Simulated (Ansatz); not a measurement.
Relaxed CaF$_{2}$ (fluorite):

```yaml
crystal:
  lattice:
    - [0.00000, 2.71957, 2.71957]
    - [2.71957, 0.00000, 2.71957]
    - [2.71957, 2.71957, 0.00000]
  atoms:
    - { symbol: Ca, position: [0.00000, 0.00000, 0.00000] }
    - { symbol: F, position: [0.25000, 0.25000, 0.25000] }
    - { symbol: F, position: [0.75000, 0.75000, 0.75000] }
```

A phonon eigenvector at Γ is frozen into this cell: atom i moves by Q times the vector below, so Q is the largest atomic displacement, in Å. The cell is held. It is one choice among 3 degenerate patterns.

| atom | x | y | z |
|---|---|---|---|
| Ca1 | 0.000 | 0.000 | 0.948 |
| F2 | 0.000 | 0.000 | -1.000 |
| F3 | 0.000 | 0.000 | -1.000 |

Method: r2SCAN (plane waves to 500 eV, PAW, scalar-relativistic; Ansatz, an electronic-structure program). k mesh 11×11×11 (Γ-centred), Fermi-Dirac smearing 0.05 eV. CaF2 was relaxed with its symmetry unable to fall. 

| Q (Å) | −dE/dQ from forces (eV/Å) |
|---|---|
| -0.280 | 5.451 |
| -0.233 | 4.567 |
| -0.187 | 3.632 |
| -0.140 | 2.690 |
| -0.093 | 1.770 |
| -0.047 | 0.876 |
| 0.000 | 0.000 |
| 0.047 | -0.876 |
| 0.093 | -1.770 |
| 0.140 | -2.690 |
| 0.187 | -3.632 |
| 0.233 | -4.567 |
| 0.280 | -5.451 |

Question: What harmonic wavenumber does the curvature at Q = 0 give?

Answer: 262 cm⁻¹. E″ = 18.71 eV/Å², M = Σ mᵢ|uᵢ|² = 74.0 u, ν̃ = 521.5·√(|E″|/M).

(A displaced cell: forces are minus the slopes of the energy, force constants its curvatures, and phonons follow from these.)
